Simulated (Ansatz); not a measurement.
Runs of Ansatz 0.2.0 on InP. The structure is cubic, space group Fm-3m (No. 225). Conventional cell: a = 5.538 Å, b = 5.538 Å, c = 5.538 Å, α = 90.00°, β = 90.00°, γ = 90.00°. Around In (site symmetry m-3m) lie 6 P at 2.77 Å. P (site symmetry m-3m) is surrounded by 6 In at 2.77 Å. Measurements of this composition are mostly on another form, of space group No. 216.

```csv
task,level,spin,cell,k mesh,cutoff (eV),smearing,points for each segment of the path,gap on the mesh (eV),pressure (GPa)
band structure,r2SCAN,off,as given,8 × 8 × 8,500,fermi-dirac 0.05 eV,14,none,(a)
single point,PBE,off,as given,8 × 8 × 8,420,gaussian 0.027 eV,-,none,-0.1
single point,PBE,off,as given,8 × 8 × 8,420,gaussian 0.013 eV,-,none,-0.1
band structure,r2SCAN,"SOC, no magnetisation",as given,6 × 6 × 6,500,fermi-dirac 0.05 eV,14,none,-1.5
single point,PBE,off,as given,8 × 8 × 8,420,gaussian 0.018 eV,-,none,-0.1
single point,PBE,off,as given,8 × 8 × 8,420,gaussian 0.021 eV,-,none,-0.1
single point,PBE,off,as given,8 × 8 × 8,420,gaussian 0.019 eV,-,none,-0.1
single point,PBE,off,as given,8 × 8 × 8,420,gaussian 0.028 eV,-,none,-0.1
single point,PBE,off,as given,8 × 8 × 8,420,gaussian 0.022 eV,-,none,-0.1
single point,PBE,off,as given,8 × 8 × 8,420,gaussian 0.026 eV,-,none,-0.1
single point,PBE,off,as given,8 × 8 × 8,420,gaussian 0.016 eV,-,none,-0.1
relaxation of cell and atoms,BLYP,off,relaxed,8 × 8 × 8,420,fermi-dirac 0.05 eV,-,none,0.0
```

Alike in all rows: potentials or basis Ansatz PAW.

Question: Fill in the values left out.

Answer: (a) -2.0.

Caveats: the PAW data sets come from PBE, with cores solved anew for the run's functional, which leaves a small shift of forces and pressure (some runs); spin-orbit coupling is left out, which moves the levels of the heavy elements (some runs); the plane-wave basis is chosen anew once the cell has moved, so the energies of steps on either side of that aren't comparable (some runs).

A k mesh can miss the band edges, and rows without SOC leave out spin-orbit coupling on In.

A gap of «none» marks a metal or a gap under the smearing width.
